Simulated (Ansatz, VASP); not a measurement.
# Two plane-wave programs on Li2S

```
Li S
1.0
     0.00000    2.83517    2.83517
     2.83517    0.00000    2.83517
     2.83517    2.83517    0.00000
Li S
2 1
Direct
  0.75000 0.75000 0.75000
  0.25000 0.25000 0.25000
  0.00000 0.00000 0.00000
```

The cell comes from a database or a generator and needn't be the stable form of this composition.

Alike in both runs: task relaxation of cell and atoms; functional PBE; k mesh 8 × 8 × 8; occupations gaussian, width 0.02 eV; no spin polarisation.

|  | VASP | Ansatz |
| --- | --- | --- |
| version | VASP 6.6.1 | Ansatz 0.2.0 |
| potentials or method | VASP PAW PBE potentials, release 64 (Li_sv, S) | scalar-relativistic, plane waves, PAW |
| plane-wave cutoff (eV) | 600 | 420 |
| valence electrons in the cell | 12 | 12 |

|  | VASP | Ansatz | Ansatz less VASP |
| --- | --- | --- | --- |
| gap on the k mesh at the Fermi level, each at its own relaxed structure (eV) | 3.39 | 3.39 | +0.004 |
| relaxed volume (Å³/atom) | 15.43 | 15.48 | +0.044 |
| relaxed cell length with the largest relative difference (Å) | 4.030 | 4.034 | +0.0038 |

Caveats: the cutoff is under 1.25 times the usual one of these potentials, so pressure, stress and relaxed cells hold a basis-set (Pulay) error (VASP). A k mesh can miss the band edges. A hybrid or GW would open this gap; PBE tends to underestimate it.
